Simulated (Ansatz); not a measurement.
Ge:

```
Ge
1.0
     1.39715   -2.60052    0.00000
     1.39715    2.60052    0.00000
     0.00000    0.00000    2.69823
Ge
1
Direct
  0.50000 0.50000 0.00000
```

This isn't the form of Ge at room conditions, which is diamond.

Base run:

```yaml
Program: Ansatz 0.2.0
Functional: revPBE
Potentials_or_basis: Ansatz PAW
Cutoff: "420 eV (not typed: the program's choice for these potentials)"
k_mesh: 11 × 11 × 10
Occupations: fermi-dirac, width 0.05 eV
Spin: no spin polarisation
```

Its results: band gap on the k mesh none (metal or under the smearing width); pressure 0.6 GPa.

Problem. After a change of settings the same cell gave: band gap on the k mesh none (metal or under the smearing width); pressure -3.0 GPa. Which change was it?
A. functional from revPBE to BLYP
B. functional from revPBE to RPBE
C. functional from revPBE to r2SCAN; cutoff from 420 eV (not typed: the program's choice for these potentials) to 500 eV (not typed: the program's choice for these potentials)

Solution. C.

Caveats: the PAW data sets come from PBE, with cores solved anew for the run's functional, which leaves a small shift of forces and pressure.

Runs at the PBE level aren't shown here.
